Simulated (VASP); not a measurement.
**A VASP 6.6.1 single-point calculation on SnTe**

INCAR

```
SIGMA = 0.02
LCHARG = .FALSE.
GGA = PE
LASPH = .TRUE.
ISMEAR = -1
NSW = 0
EDIFF = 1E-7
ENCUT = 800
ISIF = 2
PREC = Normal
IBRION = -1
NBANDS = 12
LREAL = .FALSE.
NELM = 120
LWAVE = .FALSE.
```

KPOINTS

```
KPOINTS created by Atomic Simulation Environment
0
Gamma
6 6 6
0 0 0
```

POSCAR

```
Sn Te
 1.0000000000000000
    -0.0477864535000000    3.5361975556999998    3.5361975556999998
     3.5361975556999998   -0.0477864535000000    3.5361975556999998
     3.5361975556999998    3.5361975556999998   -0.0477864535000000
 Sn  Te
   1   1
Cartesian
 -0.0111157901453080 -0.0111157901453080 -0.0111157901453080
  1.7672679546203081  1.7672679546203081  1.7672679546203081
```

The recommended PBE PAW datasets give the neutral cell 20 valence electrons.

Command

```
mpirun -np 1 vasp_std
```

Question: How does this run end, and what does it give?

Answer: It converged. Results: gap between bands v and c on the k mesh 0.19 eV; least direct gap on the k mesh 0.76 eV; pressure 1.1 GPa. Band v is the last that the valence electrons fill when counted band by band, and c is the next.

OSZICAR

```
N       E                     dE             d eps       ncg     rms          rms(c)
DAV:   1     0.137198162938E+03    0.13720E+03   -0.11792E+04   768   0.225E+03
DAV:   2     0.777223274161E+01   -0.12943E+03   -0.12834E+03   784   0.416E+02
DAV:   3    -0.656153356349E+01   -0.14334E+02   -0.14134E+02   952   0.120E+02
DAV:   4    -0.716438208413E+01   -0.60285E+00   -0.59928E+00   836   0.237E+01
DAV:   5    -0.718628428379E+01   -0.21902E-01   -0.21900E-01  1224   0.475E+00    0.487E+00
DAV:   6    -0.705514285554E+01    0.13114E+00   -0.41935E-01   872   0.376E+00    0.323E+00
DAV:   7    -0.705127055081E+01    0.38723E-02   -0.93261E-02   968   0.152E+00    0.102E+00
DAV:   8    -0.705227584091E+01   -0.10053E-02   -0.11010E-02   916   0.924E-01    0.252E-01
DAV:   9    -0.705307026139E+01   -0.79442E-03   -0.20283E-03   940   0.355E-01    0.780E-02
DAV:  10    -0.705318882003E+01   -0.11856E-03   -0.24946E-04   932   0.108E-01    0.406E-02
DAV:  11    -0.705333733541E+01   -0.14852E-03   -0.26042E-04   828   0.866E-02    0.348E-02
DAV:  12    -0.705333826136E+01   -0.92594E-06   -0.77523E-06   988   0.227E-02    0.122E-02
DAV:  13    -0.705333990115E+01   -0.16398E-05   -0.48527E-06   868   0.120E-02    0.381E-03
DAV:  14    -0.705334017143E+01   -0.27028E-06   -0.35016E-07   936   0.640E-03    0.428E-03
DAV:  15    -0.705334031330E+01   -0.14187E-06   -0.25512E-08   620   0.142E-03    0.256E-03
DAV:  16    -0.705334038256E+01   -0.69255E-07   -0.34569E-08   544   0.160E-03
   1 F= -.70533404E+01 E0= -.70532839E+01  d E =-.112918E-03
```

Standard output (part)

```
POSCAR found type information on POSCAR SnTe
 POSCAR found :  2 types and       2 ions
 LDA part: xc-table for (Slater+PW92), standard interpolation
 POSCAR, INCAR and KPOINTS ok, starting setup
 WAVECAR not read
 entering main loop
```

For comparison, a separate PBE run of the intended cell, on usual settings and not on those above, gives a gap of 0.19 eV on its mesh and a pressure of 1.1 GPa.
